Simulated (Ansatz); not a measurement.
# MoS2: a single-point run

Aim: a sound single-point run of MoS2. The structure is shown as the input types it.

The COD entry's cell or inner coordinates are ideal or old and differ from later refinements, so a difference from it is no clean test against experiment.

Method: density functional or hybrid calculation with the settings of its input, plane waves, in Ansatz 0.2.0.

3 further runs of the same task are left out: 3 that didn't finish.

## 1. The structure to begin with

The structure is trigonal, space group R-3m (No. 166). Conventional cell: a = 3.193 Å, b = 3.193 Å, c = 18.231 Å, α = 90.00°, β = 90.00°, γ = 120.00°. Mo (site symmetry -3m) is surrounded by 6 S at 2.42 Å. S (site symmetry 3m) is surrounded by 3 Mo at 2.42 Å.

Coordinates:

```
Mo S
1.0
     1.59655    0.92177    6.07694
    -1.59655    0.92177    6.07694
     0.00000   -1.84353    6.07694
Mo S
1 2
Direct
  0.00000 0.00000 0.00000
  0.75258 0.75258 0.75258
  0.24742 0.24742 0.24742
```

## 2. Running it

Contents of input.yaml:

```yaml
crystal:
  lattice:
    - [1.5965458369, 0.9217661687, 6.076940182]
    - [-1.5965458369, 0.9217661687, 6.076940182]
    - [0.0, -1.8435323375, 6.076940182]
  atoms:
    - { symbol: Mo, position: [0.0, 0.0, 0.0] }
    - { symbol: S, position: [0.7525772587, 0.7525772587, 0.7525772587] }
    - { symbol: S, position: [0.2474227413, 0.2474227413, 0.2474227413] }
kpoints:
  mp_grid: { grid: [6, 6, 6] }
hamiltonian:
  xc: pbesol
scf:
  occupations: { method: methfessel_paxton, width: 1.5 }
  n_extra_bands: 4
output:
  forces: true
  stress: true
  eigenvalues: true
```

Started as:

```console
> ansatz run input.yaml --threads 4 --pin off --max-ram 3686MiB --backend cpu --events-out ev --progress --plain --runs-dir out
```

**Question.** How will this run end, and is anything wrong with its input?

This run ends as converged. Convergence says nothing about whether the input makes sense.

The suspect setting: scf.occupations.width is 1.5. The width is far wider than usual, so occupations near the Fermi level are blurred and the entropy term grows.

Run again and compare: set scf.occupations.width to 0.5.
